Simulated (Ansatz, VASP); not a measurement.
# SiC (Moissanite): VASP beside Ansatz, part 2 of 2

Wanted: the spread between two codes on one cell, functional and k mesh. The structure shown comes from an earlier Ansatz run, which isn't shown and may have moved the atoms alone.

VASP 6.6.1 and Ansatz 0.2.0.

So far: The starting structure; Ansatz: elastic constants, LDA.

**3. VASP: elastic constants, LDA**

Level of this step: LDA; plane waves and PAW (Si, C) (VASP).

The same cell, functional (in two slightly different forms), mesh and smearing now go to VASP, with its own data sets.

Lines of VASP's logs that name or quote its potential files are left out, and so is its time.

INCAR reads:

```
SYSTEM = SiC
PREC = Accurate
ENCUT = 600
EDIFF = 1E-08
NELM = 120
ISMEAR = 0
SIGMA = 0.02
LREAL = .FALSE.
ALGO = Normal
GGA = CA
NBANDS = 36
LORBIT = 11
LWAVE = .FALSE.
LCHARG = .FALSE.
ISIF = 3
IBRION = 6
NFREE = 2
POTIM = 0.015
NSW = 1
LASPH = .TRUE.
GGA_COMPAT = .FALSE.
EFERMI = MIDGAP
KPAR = 2
```

POSCAR reads:

```
SiC
1.0
    3.1240497711      0.0000000000      0.0000000000
   -1.5620248855      2.7055064644      0.0000000000
    0.0000000000      0.0000000000     15.3932080822
Si C
6 6
Direct
    0.0000000000      0.0000000000      0.9999387088
    0.0000000000      0.0000000000      0.4999387088
    0.3333333333      0.6666666667      0.1664762766
    0.6666666667      0.3333333333      0.6664762766
    0.6666666667      0.3333333333      0.3328766555
    0.3333333333      0.6666666667      0.8328766555
    0.3333333333      0.6666666667      0.0418062964
    0.6666666667      0.3333333333      0.5418062964
    0.6666666667      0.3333333333      0.2077824887
    0.3333333333      0.6666666667      0.7077824887
    0.0000000000      0.0000000000      0.3742195740
    0.0000000000      0.0000000000      0.8742195740
```

KPOINTS reads:

```
Automatic mesh
0
Gamma
9 9 2
0 0 0
```

PAW data sets: Si and C (LDA family, release 64).

The run is started by

```bash
> mpirun -np 2 vasp_std
```

Numbers of over 12 decimals in the logs are rounded to 6 here.

The log of the run:

```text
[banner, memory and clock lines left out]
running    2 mpi-ranks, on    1 nodes
 distrk:  each k-point on    1 cores,    2 groups
 distr:  one band on    1 cores,    1 groups

 POSCAR found type information on POSCAR SiC
 POSCAR found :  2 types and      12 ions
 LDA part: xc-table for (Slater(with rela. corr.)+CA(PZ))
 , standard interpolation
 POSCAR, INCAR and KPOINTS ok, starting setup
 FFT: planning ... GRIDC
 FFT: planning ... GRID_SOFT
 FFT: planning ... GRID
 WAVECAR not read
 entering main loop
       N       E                     dE             d eps       ncg     rms          rms(c)
DAV:   1     0.129886285315E+03    0.12989E+03   -0.23490E+04  1728   0.133E+03
DAV:   2    -0.975341053717E+02   -0.22742E+03   -0.21421E+03  2256   0.220E+02
DAV:   3    -0.110663035700E+03   -0.13129E+02   -0.13027E+02  2268   0.497E+01
DAV:   4    -0.110888398832E+03   -0.22536E+00   -0.22480E+00  2200   0.752E+00
DAV:   5    -0.110893668729E+03   -0.52699E-02   -0.52652E-02  2172   0.110E+00    0.210E+01
DAV:   6    -0.999227118456E+02    0.10971E+02   -0.34248E+01  2128   0.211E+01    0.951E+00
DAV:   7    -0.996452237413E+02    0.27749E+00   -0.29190E+00  2320   0.661E+00    0.387E+00
DAV:   8    -0.995418336471E+02    0.10339E+00   -0.18246E-01  2064   0.172E+00    0.141E+00
DAV:   9    -0.995228860918E+02    0.18948E-01   -0.29195E-02  2168   0.763E-01    0.177E-01
DAV:  10    -0.995230642301E+02   -0.17814E-03   -0.16772E-03  2092   0.182E-01    0.987E-02
DAV:  11    -0.995230823364E+02   -0.18106E-04   -0.92242E-05  2216   0.496E-02    0.242E-02
DAV:  12    -0.995230723953E+02    0.99410E-05   -0.23697E-05  2112   0.195E-02    0.135E-02
DAV:  13    -0.995230717008E+02    0.69450E-06   -0.28942E-06  2192   0.684E-03    0.289E-03
DAV:  14    -0.995230716897E+02    0.11149E-07   -0.18776E-07  2276   0.238E-03    0.178E-03
DAV:  15    -0.995230716916E+02   -0.19818E-08   -0.47551E-08  1984   0.931E-04
   1 F= -.99523072E+02 E0= -.99523072E+02  d E =0.000000E+00
[... from here on, the cycles between the ionic steps are left out ...]
   2 F= -.99328064E+02 E0= -.99328064E+02  d E =0.000000E+00
   3 F= -.99633315E+02 E0= -.99633315E+02  d E =0.000000E+00
  29 F= -.99521284E+02 E0= -.99521284E+02  d E =0.000000E+00
  30 F= -.99521092E+02 E0= -.99521092E+02  d E =0.000000E+00
  31 F= -.99521092E+02 E0= -.99521092E+02  d E =0.000000E+00
  32 F= -.99521599E+02 E0= -.99521599E+02  d E =0.000000E+00
  33 F= -.99519133E+02 E0= -.99519133E+02  d E =0.000000E+00
  34 F= -.99521132E+02 E0= -.99521132E+02  d E =0.000000E+00
  35 F= -.99521132E+02 E0= -.99521132E+02  d E =0.000000E+00
  36 F= -.99521578E+02 E0= -.99521578E+02  d E =0.000000E+00
 Finite differences progress:
  Degree of freedom:  18/ 18
  Displacement:        1/  2
  Total:              35/ 36
 bond charge predicted
       N       E                     dE             d eps       ncg     rms          rms(c)
DAV:   1    -0.995225467561E+02   -0.96919E-03   -0.20866E+00  1748   0.719E+00    0.384E-01
DAV:   2    -0.995198697737E+02    0.26770E-02   -0.18558E-02  2216   0.850E-01    0.145E-01
DAV:   3    -0.995192121015E+02    0.65767E-03   -0.29168E-03  2248   0.381E-01    0.608E-02
DAV:   4    -0.995192821140E+02   -0.70013E-04   -0.14565E-03  2152   0.177E-01    0.453E-02
DAV:   5    -0.995192734417E+02    0.86723E-05   -0.40017E-05  2224   0.335E-02    0.253E-02
DAV:   6    -0.995192701976E+02    0.32441E-05   -0.21931E-05  2176   0.215E-02    0.741E-03
DAV:   7    -0.995192693831E+02    0.81452E-06   -0.25536E-06  2328   0.878E-03    0.298E-03
DAV:   8    -0.995192693410E+02    0.42102E-07   -0.11058E-06  2060   0.430E-03    0.133E-03
DAV:   9    -0.995192693385E+02    0.25066E-08   -0.52602E-08  2264   0.144E-03
  37 F= -.99519269E+02 E0= -.99519269E+02  d E =0.000000E+00
 Finite differences progress:
  Degree of freedom:  18/ 18
  Displacement:        2/  2
  Total:              36/ 36
```

OUTCAR, selected parts (step 3):

```text
ion  position               nearest neighbor table
   1  0.000  0.000  1.000-   7 1.92   7 1.92   7 1.92  12 1.94   3 3.13   3 3.13   3 3.13   6 3.14
                             6 3.14   6 3.14
   2  0.000  0.000  0.500-   8 1.92   8 1.92   8 1.92  11 1.94   4 3.13   4 3.13   4 3.13   5 3.14
                             5 3.14   5 3.14
   3  0.333  0.667  0.166-   9 1.91   9 1.91   9 1.91   7 1.92   5 3.13   5 3.13   5 3.13   1 3.13
                             1 3.13   1 3.13
   4  0.667  0.333  0.666-  10 1.91  10 1.91  10 1.91   8 1.92   6 3.13   6 3.13   6 3.13   2 3.13
                             2 3.13   2 3.13
   5  0.667  0.333  0.333-  11 1.91  11 1.91  11 1.91   9 1.93   3 3.13   3 3.13   3 3.13   2 3.14
                             2 3.14   2 3.14
   6  0.333  0.667  0.833-  12 1.91  12 1.91  12 1.91  10 1.93   4 3.13   4 3.13   4 3.13   1 3.14
                             1 3.14   1 3.14
   7  0.333  0.667  0.042-   1 1.92   1 1.92   1 1.92   3 1.92
   8  0.667  0.333  0.542-   2 1.92   2 1.92   2 1.92   4 1.92
   9  0.667  0.333  0.208-   3 1.91   3 1.91   3 1.91   5 1.93
  10  0.333  0.667  0.708-   4 1.91   4 1.91   4 1.91   6 1.93
  11  0.000  0.000  0.374-   5 1.91   5 1.91   5 1.91   2 1.94
  12  0.000  0.000  0.874-   6 1.91   6 1.91   6 1.91   1 1.94

  LATTYP: Found a hexagonal cell.
 ALAT       =     3.1240497711
 C/A-ratio  =     4.9273248540

 Subroutine GETGRP returns: Found 12 space group operations
 (whereof  6 operations were pure point group operations)

The static configuration has the point symmetry C_3v.
 The point group associated with its full space group is C_6v.

 Found     24 irreducible k-points:

   k-points           NKPTS =     24   k-points in BZ     NKDIM =     24   number of bands    NBANDS=     36

   dimension x,y,z NGX =    28 NGY =   28 NGZ =  126
   dimension x,y,z NGXF=    56 NGYF=   56 NGZF=  252

   ENCUT  =  600.0 eV  44.10 Ry    6.64 a.u.   6.24  6.24 30.74*2*pi/ulx,y,z

   NELECT =      48.0000    total number of electrons

 k-points in reciprocal lattice and weights: Automatic mesh
   0.00000000  0.00000000  0.00000000       0.006
   0.11111111 -0.00000000  0.00000000       0.037
   0.22222222  0.00000000  0.00000000       0.037
   0.33333333  0.00000000  0.00000000       0.037
   0.44444444  0.00000000  0.00000000       0.037
   0.11111111  0.11111111  0.00000000       0.037
   0.22222222  0.11111111  0.00000000       0.074
   0.33333333  0.11111111  0.00000000       0.074
   0.44444444  0.11111111  0.00000000       0.037
[...]
0.33333333  0.22222222  0.50000000       0.074
   0.33333333  0.33333333  0.50000000       0.012

 average (electrostatic) potential at core
       1 -82.6063       2 -82.6671       3 -82.5236       4 -82.5813       5 -82.5334
       6 -82.5516       7 -49.7229       8 -49.7837       9 -49.6409      10 -49.7001
      11 -49.6902      12 -49.6762

 E-fermi :   8.6059

 k-point     1 :       0.0000    0.0000    0.0000
  band No.  band energies     occupation
    ...
     20       7.2678      2.00000
     21       7.2678      2.00000
     22       7.5484      2.00000
     23       7.5778      2.00000
     24       7.5778      2.00000
     25      12.3696      0.00000
     26      12.5404      0.00000
     27      12.9270      0.00000
     28      13.3623      0.00000
     29      13.4480      0.00000
    ...

 k-point     2 :       0.1111   -0.0000    0.0000
  band No.  band energies     occupation
    ...
     20       6.8394      2.00000
     21       7.0480      2.00000
     22       7.0737      2.00000
     23       7.4156      2.00000
     24       7.4780      2.00000
     25      12.6620      0.00000
     26      12.8993      0.00000
     27      13.0568      0.00000
     28      13.5579      0.00000
     29      13.6591      0.00000
    ...

 k-point     3 :       0.2222    0.0000    0.0000
  band No.  band energies     occupation
    ...
     20       5.9941      2.00000
     21       6.5792      2.00000
     22       6.6104      2.00000
     23       7.0209      2.00000
     24       7.1406      2.00000
     25      11.3970      0.00000
     26      11.6969      0.00000
     27      11.9765      0.00000
     28      12.6089      0.00000
     29      13.2047      0.00000
    ...

   2 f  =   25.973634 THz   163.197156 2PiTHz  866.387174 cm-1   107.418271 meV
             X         Y         Z           dx          dy          dz
      0.000000  0.000000 15.392265    -0.000000   -0.000000    0.231086
      0.000000  0.000000  7.695661    -0.000000    0.000000   -0.231086
     -0.000000  1.803671  2.562604    -0.000000   -0.000000   -0.051005
      1.562025  0.901835 10.259208     0.000000    0.000000    0.051005
      1.562025  0.901835  5.124040    -0.000000    0.000000   -0.289918
     -0.000000  1.803671 12.820644    -0.000000   -0.000000    0.289918
     -0.000000  1.803671  0.643533     0.000000    0.000000   -0.239832
      1.562025  0.901835  8.340137     0.000000   -0.000000    0.239832
      1.562025  0.901835  3.198439     0.000000    0.000000    0.294292
     -0.000000  1.803671 10.895043    -0.000000   -0.000000   -0.294292
      0.000000  0.000000  5.760440     0.000000   -0.000000    0.464562
      0.000000  0.000000 13.457044     0.000000    0.000000   -0.464562

   3 f  =   24.725535 THz   155.355118 2PiTHz  824.755068 cm-1   102.256550 meV
             X         Y         Z           dx          dy          dz
      0.000000  0.000000 15.392265    -0.000000    0.000000    0.172438
      0.000000  0.000000  7.695661     0.000000    0.000000    0.172438
     -0.000000  1.803671  2.562604    -0.000000   -0.000000    0.096221
      1.562025  0.901835 10.259208    -0.000000    0.000000    0.096221
      1.562025  0.901835  5.124040     0.000000    0.000000   -0.232668
     -0.000000  1.803671 12.820644    -0.000000    0.000000   -0.232668
     -0.000000  1.803671  0.643533     0.000000   -0.000000   -0.538324
      1.562025  0.901835  8.340137    -0.000000   -0.000000   -0.538324
      1.562025  0.901835  3.198439     0.000000    0.000000    0.228954
     -0.000000  1.803671 10.895043    -0.000000   -0.000000    0.228954
      0.000000  0.000000  5.760440    -0.000000   -0.000000    0.254283
      0.000000  0.000000 13.457044    -0.000000   -0.000000    0.254283

   4 f  =   24.443035 THz   153.580119 2PiTHz  815.331886 cm-1   101.088225 meV
             X         Y         Z           dx          dy          dz
      0.000000  0.000000 15.392265    -0.000000   -0.000000   -0.177625
      0.000000  0.000000  7.695661    -0.000000    0.000000   -0.177625
     -0.000000  1.803671  2.562604     0.000000    0.000000    0.251251
      1.562025  0.901835 10.259208     0.000000   -0.000000    0.251251
      1.562025  0.901835  5.124040    -0.000000    0.000000   -0.041803
     -0.000000  1.803671 12.820644    -0.000000   -0.000000   -0.041803
     -0.000000  1.803671  0.643533     0.000000   -0.000000    0.003673
      1.562025  0.901835  8.340137     0.000000    0.000000    0.003673
      1.562025  0.901835  3.198439    -0.000000   -0.000000   -0.474622
     -0.000000  1.803671 10.895043     0.000000    0.000000   -0.474622
      0.000000  0.000000  5.760440     0.000000   -0.000000    0.422250
      0.000000  0.000000 13.457044     0.000000   -0.000000    0.422250

   5 f  =   23.202295 THz   145.784317 2PiTHz  773.945241 cm-1    95.956937 meV
             X         Y         Z           dx          dy          dz
      0.000000  0.000000 15.392265    -0.000000    0.000000   -0.031792
      0.000000  0.000000  7.695661     0.000000    0.000000    0.031792
     -0.000000  1.803671  2.562604    -0.000000    0.000000    0.065303
      1.562025  0.901835 10.259208     0.000000    0.000000   -0.065303
      1.562025  0.901835  5.124040     0.000000    0.000000   -0.066033
     -0.000000  1.803671 12.820644    -0.000000    0.000000    0.066033
     -0.000000  1.803671  0.643533     0.000000   -0.000000    0.372371
      1.562025  0.901835  8.340137    -0.000000   -0.000000   -0.372371
      1.562025  0.901835  3.198439    -0.000000   -0.000000   -0.406684
     -0.000000  1.803671 10.895043    -0.000000   -0.000000    0.406684
      0.000000  0.000000  5.760440    -0.000000   -0.000000    0.431640
      0.000000  0.000000 13.457044     0.000000   -0.000000   -0.431640

   6 f  =   22.311768 THz   140.188975 2PiTHz  744.240480 cm-1    92.274018 meV
             X         Y         Z           dx          dy          dz
      0.000000  0.000000 15.392265    -0.202133   -0.073598   -0.000000
      0.000000  0.000000  7.695661    -0.202133   -0.073598    0.000000
     -0.000000  1.803671  2.562604    -0.222489   -0.081010   -0.000000
      1.562025  0.901835 10.259208    -0.222489   -0.081010   -0.000000
      1.562025  0.901835  5.124040    -0.204484   -0.074454    0.000000
     -0.000000  1.803671 12.820644    -0.204484   -0.074454   -0.000000
     -0.000000  1.803671  0.643533     0.312325    0.113720   -0.000000
      1.562025  0.901835  8.340137     0.312325    0.113720   -0.000000
      1.562025  0.901835  3.198439     0.344061    0.125276    0.000000
     -0.000000  1.803671 10.895043     0.344061    0.125276    0.000000
      0.000000  0.000000  5.760440     0.305571    0.111261    0.000000
      0.000000  0.000000 13.457044     0.305571    0.111261   -0.000000

   7 f  =   22.311768 THz   140.188975 2PiTHz  744.240480 cm-1    92.274018 meV
             X         Y         Z           dx          dy          dz
      0.000000  0.000000 15.392265     0.073598   -0.202133    0.000000
      0.000000  0.000000  7.695661     0.073598   -0.202133    0.000000
     -0.000000  1.803671  2.562604     0.081010   -0.222489    0.000000
      1.562025  0.901835 10.259208     0.081010   -0.222489   -0.000000
      1.562025  0.901835  5.124040     0.074454   -0.204484   -0.000000
     -0.000000  1.803671 12.820644     0.074454   -0.204484   -0.000000
     -0.000000  1.803671  0.643533    -0.113720    0.312325   -0.000000
      1.562025  0.901835  8.340137    -0.113720    0.312325   -0.000000
      1.562025  0.901835  3.198439    -0.125276    0.344061   -0.000000
     -0.000000  1.803671 10.895043    -0.125276    0.344061    0.000000
      0.000000  0.000000  5.760440    -0.111261    0.305571    0.000000
      0.000000  0.000000 13.457044    -0.111261    0.305571   -0.000000

   8 f  =   22.044428 THz   138.509228 2PiTHz  735.322980 cm-1    91.168389 meV
             X         Y         Z           dx          dy          dz
      0.000000  0.000000 15.392265    -0.051359   -0.018700   -0.000000
      0.000000  0.000000  7.695661     0.051359    0.018700   -0.000000
     -0.000000  1.803671  2.562604     0.266667    0.097093   -0.000000
      1.562025  0.901835 10.259208    -0.266667   -0.097093   -0.000000
      1.562025  0.901835  5.124040     0.227896    0.082976   -0.000000
     -0.000000  1.803671 12.820644    -0.227896   -0.082976   -0.000000
     -0.000000  1.803671  0.643533     0.025795    0.009392    0.000000
      1.562025  0.901835  8.340137    -0.025795   -0.009392    0.000000
      1.562025  0.901835  3.198439    -0.461158   -0.167907    0.000000
    [... 421 further lines ...]
      0.000000  0.000000  5.760440     0.000000    0.000000   -0.223457
      0.000000  0.000000 13.457044     0.000000    0.000000   -0.223457

 ELASTIC MODULI CONTR FROM IONIC RELAXATION (kBar)
 Direction    XX          YY          ZZ          XY          YZ          ZX
 --------------------------------------------------------------------------------
 XX        -261.5354    167.0030     81.2611     -0.0000     -0.0000      0.0000
 YY         167.0030   -261.5354     81.2611     -0.0000      0.0000     -0.0000
 ZZ          81.2611     81.2611   -142.4168      0.0000     -0.0000     -0.0000
 XY          -0.0000     -0.0000      0.0000   -214.2692      0.0000      0.0000
 YZ          -0.0000      0.0000     -0.0000      0.0000    -55.9823     -0.0000
 ZX           0.0000     -0.0000     -0.0000      0.0000     -0.0000    -55.9823
 --------------------------------------------------------------------------------

 TOTAL ELASTIC MODULI (kBar)
 Direction    XX          YY          ZZ          XY          YZ          ZX
 --------------------------------------------------------------------------------
 XX        4504.0573    828.7130    365.1425      0.0000     -0.0000      0.0000
 YY         828.7130   4504.0573    365.1425      0.0000      0.0000     -0.0000
 ZZ         365.1425    365.1425   4840.6860      0.0000     -0.0000     -0.0000
 XY           0.0000      0.0000      0.0000   1837.6722      0.0000      0.0000
 YZ          -0.0000      0.0000     -0.0000      0.0000   1552.6675      0.0000
 ZX           0.0000     -0.0000     -0.0000      0.0000      0.0000   1552.6675
 --------------------------------------------------------------------------------

 total charge
# of ion       s       p       d       tot
------------------------------------------
    1        0.709   0.943   0.000   1.652
    2        0.709   0.943   0.000   1.652
    3        0.710   0.950   0.000   1.660
    4        0.710   0.950   0.000   1.660
    5        0.710   0.947   0.000   1.657
    6        0.710   0.947   0.000   1.657
    7        0.822   1.668   0.000   2.489
    8        0.822   1.668   0.000   2.489
    9        0.822   1.669   0.000   2.490
   10        0.822   1.669   0.000   2.490
   11        0.822   1.667   0.000   2.488
   12        0.822   1.667   0.000   2.488
--------------------------------------------------
tot          9.188  15.686   0.000  24.874

[... 1 further part left out ...]
```

Levels, forces or a CONTCAR printed for this step are those of its last displaced cell, not of the structure at rest.

**4. Comparison**

Known differences besides the potentials themselves: the two LDA forms differ slightly; the cutoff is 120 eV in Ansatz and 600 eV in VASP; VASP's log shows a relativistic correction to its local exchange, Ansatz's none; VASP takes each elastic constant from one size of strain, Ansatz from those that its log lists; Ansatz's log warns that its cutoff lies below the recommended one. Total energies have different zeros and are not compared.

The two programs side by side:

```csv
quantity,Ansatz,VASP,difference
C11 (GPa),370.5,450.4,-17.74 %
C22 (GPa),370.5,450.4,-17.74 %
C33 (GPa),336.8,484.1,-30.42 %
C12 (GPa),41.0,82.9,-50.49 %
C13 (GPa),35.2,36.5,-3.60 %
C23 (GPa),35.2,36.5,-3.60 %
C44 (GPa),133.4,155.3,-14.10 %
C55 (GPa),133.4,155.3,-14.10 %
C66 (GPa),164.8,183.8,-10.35 %
```

**5. Summary of results**

```yaml
difference_in_c12_elastic_constants_lda: -50 %
```

In words: The difference in C12 is -50 % (elastic constants, LDA), beyond the 5 % picked in this series as the mark of a large difference. Ansatz's own log doubts the convergence of its elastic constants, LDA run, which may account for the difference. How closely two codes agree says nothing of how well the functional describes the real material.

[Lines on the potential files, build, host, timing and source positions are cut from VASP's logs without a mark.]

[Logs are printed without paths, hosts, clocks, repeated set-up lines and the standing remarks that a program may print on its own settings, such as how far it seeks lower states.]

[Hosts, paths, dates, database ids (printed as entryN), source tags and the programs' standing remarks are cut or masked in the printed files.]
